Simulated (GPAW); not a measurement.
The system is Pb.

```
Pb
1.0
     3.48000    0.00000    0.00000
    -1.74000    3.01377    0.00000
     0.00000    0.00000    5.59000
Pb
2
Direct
  0.66667 0.33333 0.75000
  0.33333 0.66667 0.25000
```

This isn't the form of Pb at room conditions, which is fcc.

Base run:

* Program: GPAW 26.7.0
* Functional: PBEsol
* Potentials or basis: PAW data sets generated in the run's folder for this functional
* Cutoff: 600 eV
* Basis: pw
* k mesh: 7 × 7 × 4
* Occupations: fermi-dirac, width 0.05 eV
* Spin: no spin polarisation

Its results: pressure 0.5 GPa.

The run is repeated on the same cell with these changes: functional from PBEsol to LDA; potentials or basis from PAW data sets generated in the run's folder for this functional to the program's PAW data sets (release 1.2.1) made for this functional. What comes out?

Pressure -1.2 GPa.

Not every run made on this cell is shown here.
